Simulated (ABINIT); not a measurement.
# GaP (F-43m) in ABINIT: further runs

The runs below take GaP through band structure, with LDA-VWN, revPBE, RPBE.

Everything below comes from runs of ABINIT 10.8.3 (patched build). Logs are shortened: lines on timing, memory, paths and dates and some standing lists are left out, and cuts for length are marked. The log counts tension as positive stress, the text compression.

**Measured values to compare with.**

“Stacking defects in GaP nanowires: Electronic structure and optical properties”, 2018, arxiv:1810.01194 quotes, for a bulk crystal of GaP at 10 K: band gap 2.34 eV (indirect).

The runs below are set against these values where they give the same quantity.

**1. The structure**

It takes space group F-43m (No. 216, cubic). Conventional cell: a = 5.451 Å, b = 5.451 Å, c = 5.451 Å, α = 90.00°, β = 90.00°, γ = 90.00°. Around Ga (site symmetry -43m) lie 4 P at 2.36 Å. P (site symmetry -43m) is surrounded by 4 Ga at 2.36 Å.

**2. Band structure, LDA-VWN, spin-orbit coupling, no magnetisation**

run.abi

```
# Datasets: ground state, then fixed potential
ndtset 2

# Pseudopotentials
pp_dirpath "./"
pseudos "Ga.LDA_PW-JTH.xml, P.LDA_PW-JTH.xml"

# Structure
acell 3.8540855109 3.8540855109 3.8540855109 Angstrom
rprim
     0.0000000000     0.7071067812     0.7071067812
     0.7071067812     0.0000000000     0.7071067812
     0.7071067812     0.7071067812     0.0000000000
ntypat 2
znucl 31 15
natom 2
typat 1 2
xcart
     0.0000000000     0.0000000000     0.0000000000
     4.0878750000     4.0878750000     4.0878750000 Angstrom

# Plane-wave basis
ecut 20.0
pawecutdg 40.0

# Exchange and correlation
ixc -1007

# Bands and occupations
occopt 3
tsmear 0.00183747

# Spin
nspinor 2
nspden 1
pawspnorb 1

# SCF cycle
nstep 100

# Output
iomode 3
prtwf 0
prteig 0
prtebands 0
prtden1 1
prtvha1 1
prtvclmb1 1
prtpot1 1

# Dataset 1
kptopt1 4
ngkpt1 8 8 8
nshiftk1 1
shiftk1 0.0 0.0 0.0
nband1 26
tolvrs1 1.0e-9

# Dataset 2: bands along G-X-W-K-G-L-U-W-L-K
iscf2 -2
getden2 1
nband2 34
nbdbuf2 2
tolwfr2 1.0e-12
kptopt2 -9
ndivsm2 5
prteig2 1
kptbounds2
     0.0000000000     0.0000000000     0.0000000000
     0.5000000000     0.0000000000     0.5000000000
     0.5000000000     0.2500000000     0.7500000000
     0.3750000000     0.3750000000     0.7500000000
     0.0000000000     0.0000000000     0.0000000000
     0.5000000000     0.5000000000     0.5000000000
     0.6250000000     0.2500000000     0.6250000000
     0.5000000000     0.2500000000     0.7500000000
     0.5000000000     0.5000000000     0.5000000000
     0.3750000000     0.3750000000     0.7500000000
```

Potentials or basis: JTH PAW LDA v2.0.

Launch:

```sh
$ abinit run.abi > log 2>&1
```

run.abo:

```text
.Version 10.8.3 of ABINIT
 DATASET    1 : space group F2 3 (#196); Bravais cF (face-center cubic)
================================================================================
 Values of the parameters that define the memory need for DATASET  1.
     intxc =       0    ionmov =       0      iscf =      17    lmnmax =      18
     lnmax =       6     mgfft =      30  mpssoang =       3    mqgrid =    3001
     natom =       2  nloc_mem =       2    nspden =       1   nspinor =       2
    nsppol =       1      nsym =      12    n1xccc =       1    ntypat =       2
    occopt =       3   xclevel =       1
       mpw =        1211          nfft =       27000          nkpt =          52
 PAW method is used; the additional fine FFT grid is defined by:
   mgfftf=        45    nfftf =     91125
================================================================================
================================================================================

 DATASET    2 : space group F2 3 (#196); Bravais cF (face-center cubic)
================================================================================
 Values of the parameters that define the memory need for DATASET  2.
     intxc =       0    ionmov =       0      iscf =      -2    lmnmax =      18
     lnmax =       6     mgfft =      30  mpssoang =       3    mqgrid =    3001
     natom =       2  nloc_mem =       2    nspden =       1   nspinor =       2
    nsppol =       1      nsym =      12    n1xccc =       1    ntypat =       2
    occopt =       3   xclevel =       1
       mpw =        1211          nfft =       27000          nkpt =          87
 PAW method is used; the additional fine FFT grid is defined by:
   mgfftf=        45    nfftf =     91125
================================================================================
================================================================================

--------------------------------------------------------------------------------
------------- Echo of variables that govern the present computation ------------
--------------------------------------------------------------------------------
 -outvars: echo values of preprocessed input variables --------
            acell      7.2831660814E+00  7.2831660814E+00  7.2831660814E+00 Bohr
              amu      6.97230000E+01  3.09737620E+01
             ecut      2.00000000E+01 Hartree
           getden1          0
           getden2          1
             iscf1         17
             iscf2         -2
                       outvar_i_n : Printing only first  50 k-points.
              ixc       -1007
           jdtset        1    2
                       outvar_i_n : Printing only first  50 k-points.
           kptopt1          4
           kptopt2         -9
         kptrlatt        8    0    0      0    8    0      0    0    8
          kptrlen1     5.82653287E+01
          kptrlen2     3.00000000E+01
            natom           2
            nband1         26
            nband2         34
           nbdbuf1          0
           nbdbuf2          2
           ndtset           2
           ndivsm1          0
           ndivsm2          5
            ngfft          30      30      30
          ngfftdg          45      45      45
             nkpt1         52
             nkpt2         87
          nspinor           2
            nstep         100
             nsym          12
           ntypat           2
                       prtocc : prtvol=0, do not print more k-points.
           occopt           3
        pawcpxocc           2
        pawecutdg      4.00000000E+01 Hartree
        pawspnorb           1
        prtebands           0
           prteig1          0
           prteig2          1
[... 258 lines left out ...]
         ecut(hartree)=     20.000   => boxcut(ratio)=   2.04834

 Fine grid specifications (used for densities):

 getcut: wavevector=  0.0000  0.0000  0.0000  ngfft=  45  45  45
         ecut(hartree)=     40.000   => boxcut(ratio)=   2.12196
--------------------------------------------------------------------------------

================================================================================
 Non-SCF case, kpt    1 (  0.00000  0.00000  0.00000), residuals and eigenvalues=
  6.86E-13  7.62E-13  3.14E-13  7.85E-13  5.25E-13  6.42E-13  4.20E-13  5.21E-13
  2.16E-13  4.52E-13  3.33E-13  5.37E-13  4.35E-13  4.38E-13  4.87E-13  5.34E-13
  4.75E-13  7.38E-13  2.69E-13  6.60E-13  3.06E-13  3.82E-13  3.10E-13  9.16E-13
  2.80E-13  5.26E-13  2.77E-13  6.72E-13  4.96E-13  7.62E-13  3.90E-13  3.03E-13
  5.23E-06  5.24E-06
 -3.6176E-01 -3.6176E-01 -3.6176E-01 -3.6176E-01 -3.4633E-01 -3.4633E-01
 -3.4393E-01 -3.4393E-01 -3.4393E-01 -3.4393E-01 -2.7364E-01 -2.7364E-01
  1.8439E-01  1.8439E-01  1.8762E-01  1.8762E-01  1.8762E-01  1.8762E-01
  2.4552E-01  2.4552E-01  3.2157E-01  3.2157E-01  3.2793E-01  3.2793E-01
  3.2793E-01  3.2793E-01  4.9836E-01  4.9836E-01  5.4455E-01  5.4455E-01
[... 1019 lines left out ...]
  4.7122E-01  4.7149E-01  5.1699E-01  5.2027E-01  5.5923E-01  5.5956E-01
  7.2036E-01  7.2257E-01  7.5189E-01  7.5219E-01
 Non-SCF case, kpt   87 (  0.37500  0.37500  0.75000), residuals and eigenvalues=
  3.28E-13  4.87E-13  6.52E-13  5.94E-13  7.31E-13  2.74E-13  3.64E-13  4.64E-13
  6.07E-13  5.50E-13  7.13E-13  3.51E-13  2.68E-13  7.29E-13  9.96E-13  3.04E-13
  4.57E-13  4.61E-13  3.03E-13  4.29E-13  1.65E-13  2.30E-13  1.80E-13  2.16E-13
  2.79E-13  2.88E-13  6.77E-13  4.34E-13  2.20E-13  5.82E-13  6.58E-13  4.45E-13
  2.06E-07  1.44E-05
 -3.6380E-01 -3.6242E-01 -3.6093E-01 -3.6044E-01 -3.4804E-01 -3.4550E-01
 -3.4411E-01 -3.4396E-01 -3.4350E-01 -3.4299E-01 -1.6463E-01 -1.6455E-01
 -5.7685E-02 -5.7331E-02  3.9490E-02  4.0324E-02  1.0283E-01  1.0291E-01
  2.6154E-01  2.6175E-01  3.5860E-01  3.5877E-01  4.8390E-01  4.8414E-01
  4.8592E-01  4.8645E-01  5.1949E-01  5.2324E-01  5.6537E-01  5.6570E-01
  7.1640E-01  7.1876E-01  7.6498E-01  7.6504E-01

--- !ResultsGS
iteration_state: {dtset: 2, }
comment   : Summary of ground state results
lattice_vectors:
- [  0.0000000,   5.1499761,   5.1499761, ]
- [  5.1499761,   0.0000000,   5.1499761, ]
- [  5.1499761,   5.1499761,   0.0000000, ]
lattice_lengths: [   7.28317,    7.28317,    7.28317, ]
lattice_angles: [ 60.000,  60.000,  60.000, ] # degrees, (23, 13, 12)
lattice_volume:   2.7317795E+02
convergence: {deltae:  0.000E+00, res2:  0.000E+00, residm:  9.988E-13, diffor:  0.000E+00, }
etotal    :  -8.60451183E+01
entropy   :   0.00000000E+00
fermie    :   2.12937666E-01
cartesian_stress_tensor: null
pressure_GPa: null
xred      :
- [  0.0000E+00,   0.0000E+00,   0.0000E+00, Ga]
- [  7.5000E-01,   7.5000E-01,   7.5000E-01,  P]
cartesian_forces: null
force_length_stats: {min: null, max: null, mean: null, }
...

 Integrated electronic density in atomic spheres:
 ------------------------------------------------
 Atom  Sphere_radius  Integrated_density
    1        2.10359         11.09504555
    2        1.60765          1.59644444

================================================================================

 ----iterations are completed or convergence reached----

 Mean square residual over all n,k,spin=   54.446E-14; max=  99.883E-14
 reduced coordinates (array xred) for    2 atoms
       0.000000000000      0.000000000000      0.000000000000
       0.750000000000      0.750000000000      0.750000000000

 cartesian coordinates (angstrom) at end:
    1      0.00000000000000     0.00000000000000     0.00000000000000
    2      4.08787500012308     4.08787500012308     4.08787500012309
 length scales=  7.283166081430  7.283166081430  7.283166081430 bohr
              =  3.854085510900  3.854085510900  3.854085510900 angstroms
 Eigenvalues (hartree) for nkpt=  87  k points:
 kpt#   1, nband= 34, wtk=  1.00000, kpt=  0.0000  0.0000  0.0000 (reduced coord)
  -0.36176   -0.36176   -0.36176   -0.36176   -0.34633   -0.34633   -0.34393   -0.34393
  -0.34393   -0.34393   -0.27364   -0.27364    0.18439    0.18439    0.18762    0.18762
   0.18762    0.18762    0.24552    0.24552    0.32157    0.32157    0.32793    0.32793
   0.32793    0.32793    0.49836    0.49836    0.54455    0.54455    0.54455    0.54455
   0.63698    0.63765
 kpt#   2, nband= 34, wtk=  1.00000, kpt=  0.0357  0.0000  0.0357 (reduced coord)
  -0.36179   -0.36179   -0.36174   -0.36174   -0.34634   -0.34634   -0.34396   -0.34396
  -0.34391   -0.34391   -0.27282   -0.27282    0.17766    0.17766    0.18339    0.18339
   0.18508    0.18508    0.25375    0.25375    0.32171    0.32171    0.32872    0.32872
   0.33126    0.33126    0.50277    0.50277    0.53568    0.53568    0.54533    0.54533
   0.63908    0.63936
 kpt#   3, nband= 34, wtk=  1.00000, kpt=  0.0714  0.0000  0.0714 (reduced coord)
  -0.36185   -0.36185   -0.36169   -0.36169   -0.34636   -0.34636   -0.34398   -0.34398
  -0.34390   -0.34390   -0.27037   -0.27037    0.15970    0.15970    0.17647    0.17647
   0.17818    0.17818    0.27071    0.27071    0.31637    0.31637    0.33704    0.33704
   0.34052    0.34052    0.51283    0.51283    0.51781    0.51781    0.54748    0.54748
[... 491 lines left out ...]
   0.45230    0.45262    0.52368    0.52662    0.55991    0.56022    0.70599    0.70639
   0.72548    0.72688
 kpt#  86, nband= 34, wtk=  1.00000, kpt=  0.3889  0.3889  0.7222 (reduced coord)
  -0.36378   -0.36237   -0.36096   -0.36044   -0.34809   -0.34542   -0.34413   -0.34412
  -0.34344   -0.34302   -0.16747   -0.16741   -0.05512   -0.05477    0.03836    0.03918
   0.10675    0.10684    0.26578    0.26602    0.37570    0.37584    0.46778    0.46855
   0.47122    0.47149    0.51699    0.52027    0.55923    0.55956    0.72036    0.72257
   0.75189    0.75219
 kpt#  87, nband= 34, wtk=  1.00000, kpt=  0.3750  0.3750  0.7500 (reduced coord)
  -0.36380   -0.36242   -0.36093   -0.36044   -0.34804   -0.34550   -0.34411   -0.34396
  -0.34350   -0.34299   -0.16463   -0.16455   -0.05769   -0.05733    0.03949    0.04032
   0.10283    0.10291    0.26154    0.26175    0.35860    0.35877    0.48390    0.48414
   0.48592    0.48645    0.51949    0.52324    0.56537    0.56570    0.71640    0.71876
   0.76498    0.76504

== END DATASET(S) ==============================================================
================================================================================

 -outvars: echo values of variables after computation  --------
            acell      7.2831660814E+00  7.2831660814E+00  7.2831660814E+00 Bohr
           etotal1    -8.6045118345E+01
            fcart1     1.6338942392E-30  1.6338942392E-30 -4.9016827176E-30
                      -1.6338942392E-30 -1.6338942392E-30  4.9016827176E-30
            rprim      0.0000000000E+00  7.0710678120E-01  7.0710678120E-01
                       7.0710678120E-01  0.0000000000E+00  7.0710678120E-01
                       7.0710678120E-01  7.0710678120E-01  0.0000000000E+00
           strten1     9.6375696629E-05  9.6375696629E-05  9.6375696629E-05
                       0.0000000000E+00  0.0000000000E+00  0.0000000000E+00
           xangst      0.0000000000E+00  0.0000000000E+00  0.0000000000E+00
                       4.0878750001E+00  4.0878750001E+00  4.0878750001E+00
             xred      0.0000000000E+00  0.0000000000E+00  0.0000000000E+00
                       7.5000000000E-01  7.5000000000E-01  7.5000000000E-01
 Calculation completed.
```

Run time: 3.2 min. Hardware: 1 thread of Arm Neoverse V2, shared host; peak memory 0.19 GiB.

Results:

- Free energy: -2341.4069 eV
- Pressure: -2.8 GPa
- Band gap on the k mesh: 1.46 eV, indirect (least direct gap 1.58 eV)
- Band gap along the path: 1.41 eV, indirect (least direct gap 1.58 eV)
- Valence electrons inside the program's atomic spheres: Ga 11.10; P 1.60

Levels at the corners of the path, in eV from the valence-band top:
```
point  band 16  band 17  band 18  band 19  band 20  band 21
    Γ     0.00     0.00     0.00     1.58     1.58     3.65
    X    -2.75    -2.73    -2.73     1.47     1.47     1.65
    W    -3.64    -3.53    -3.48     4.56     4.57     4.72
    K    -4.01    -2.31    -2.30     2.01     2.02     4.65
    Γ     0.00     0.00     0.00     1.58     1.58     3.65
    L    -1.19    -1.12    -1.12     1.47     1.47     4.57
    U    -4.01    -2.31    -2.30     2.01     2.02     4.65
    W    -3.64    -3.53    -3.48     4.56     4.57     4.72
    L    -1.19    -1.12    -1.12     1.47     1.47     4.57
    K    -4.01    -2.31    -2.30     2.01     2.02     4.65
```

**3. Band structure, revPBE**

run.abi: that of step 2 with these lines changed.

```diff
@@ -5,6 +5,6 @@
 pp_dirpath "./"
-pseudos "Ga.LDA_PW-JTH.xml, P.LDA_PW-JTH.xml"
+pseudos "Ga.GGA_PBE-JTH.xml, P.GGA_PBE-JTH.xml"
 
 # Structure
-acell 3.8540855109 3.8540855109 3.8540855109 Angstrom
+acell 7.2831660764 7.2831660764 7.2831660764
 rprim
@@ -17,5 +17,5 @@
 typat 1 2
-xcart
+xred
      0.0000000000     0.0000000000     0.0000000000
-     4.0878750000     4.0878750000     4.0878750000 Angstrom
+     0.7500000000     0.7500000000     0.7500000000
 
@@ -26,3 +26,3 @@
 # Exchange and correlation
-ixc -1007
+ixc 14
 
@@ -30,8 +30,3 @@
 occopt 3
-tsmear 0.00183747
-
-# Spin
-nspinor 2
-nspden 1
-pawspnorb 1
+tsmear 0.05 eV
 
@@ -45,2 +40,3 @@
 prtebands 0
+enunit 1
 prtden1 1
@@ -51,3 +47,3 @@
 # Dataset 1
-kptopt1 4
+kptopt1 1
 ngkpt1 8 8 8
@@ -55,3 +51,3 @@
 shiftk1 0.0 0.0 0.0
-nband1 26
+nband1 13
 tolvrs1 1.0e-9
@@ -61,3 +57,3 @@
 getden2 1
-nband2 34
+nband2 17
 nbdbuf2 2
```

Potentials or basis: JTH PAW PBE v2.0.

Launch:

```sh
$ abinit run.abi > log 2>&1
```

Run time: 33 s. Hardware: 1 thread of Arm Neoverse V2, shared host; peak memory 0.12 GiB.

Results (log left out):

```yaml
Free_energy: -2331.9831 eV
Pressure: 4.1 GPa
Band_gap_on_the_k_mesh: 1.70 eV, indirect (least direct gap 1.92 eV)
Band_gap_along_the_path: 1.66 eV, indirect (least direct gap 1.92 eV)
Valence_electrons_inside_the_program's_atomic_spheres: Ga 11.06; P 1.59
```

Levels at the corners of the path, in eV from the valence-band top:
| point | band 5 | band 6 | band 7 | band 8 | band 9 | band 10 | band 11 | band 12 | band 13 | band 14 |
| --- | --- | --- | --- | --- | --- | --- | --- | --- | --- | --- |
| Γ | -14.43 | -12.47 | 0.00 | 0.00 | 0.00 | 1.92 | 3.91 | 3.91 | 3.91 | 8.98 |
| X | -14.41 | -9.52 | -6.72 | -2.67 | -2.67 | 1.72 | 1.88 | 10.62 | 10.62 | 11.29 |
| W | -14.42 | -9.43 | -6.51 | -3.55 | -3.40 | 4.75 | 4.89 | 6.15 | 6.21 | 11.67 |
| K | -14.42 | -9.55 | -6.51 | -3.91 | -2.25 | 2.25 | 4.84 | 8.25 | 8.31 | 9.37 |
| Γ | -14.43 | -12.47 | 0.00 | 0.00 | 0.00 | 1.92 | 3.91 | 3.91 | 3.91 | 8.98 |
| L | -14.42 | -10.41 | -6.60 | -1.12 | -1.12 | 1.74 | 4.74 | 4.74 | 8.40 | 11.00 |
| U | -14.42 | -9.55 | -6.51 | -3.91 | -2.25 | 2.25 | 4.84 | 8.25 | 8.31 | 9.37 |
| W | -14.42 | -9.43 | -6.51 | -3.55 | -3.40 | 4.75 | 4.89 | 6.15 | 6.21 | 11.67 |
| L | -14.42 | -10.41 | -6.60 | -1.12 | -1.12 | 1.74 | 4.74 | 4.74 | 8.40 | 11.00 |
| K | -14.42 | -9.55 | -6.51 | -3.91 | -2.25 | 2.25 | 4.84 | 8.25 | 8.31 | 9.37 |

Caveat: the PAW data sets were made with another functional, which shifts forces and pressure a little.

[end of part 1 of 2]
